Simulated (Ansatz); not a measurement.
The system is BaTiO3.

```xyz
5
Lattice="3.9998 0.0000 0.0000 0.0000 3.9998 0.0000 0.0000 0.0000 4.0180" Properties=species:S:1:pos:R:3 pbc="T T T"
Ba    0.0000    0.0000    0.0000
Ti    1.9999    1.9999    1.9688
O     0.0000    1.9999    2.0773
O     1.9999    0.0000    2.0773
O     1.9999    1.9999    0.0763
```

Program: Ansatz 0.2.0. Alike in all runs: no spin polarisation; cell as given; k mesh 7 × 7 × 7; cutoff (eV) 400; smearing fermi-dirac 0.05 eV; basis error allowed 0.002 eV/atom.

Question: Order these runs on this cell by their pressure, lowest first.
A. level BLYP; potentials or basis all-electron LAPW, scalar-relativistic
B. level PBE; potentials or basis all-electron LAPW, point nuclei
C. level PBEsol; potentials or basis all-electron LAPW, scalar-relativistic
D. level PBEsol+U; potentials or basis all-electron LAPW, scalar-relativistic; U Ti d U = 8 eV
E. level revPBE; potentials or basis all-electron LAPW, scalar-relativistic

Answer: C (-3.8 GPa), D (-0.8 GPa), B (2.4 GPa), E (5.5 GPa), A (8.1 GPa).

Caveats: U is the effective U less J, on atomic orbitals that reach past the spheres (some runs).

Not every run made on this cell is shown here.
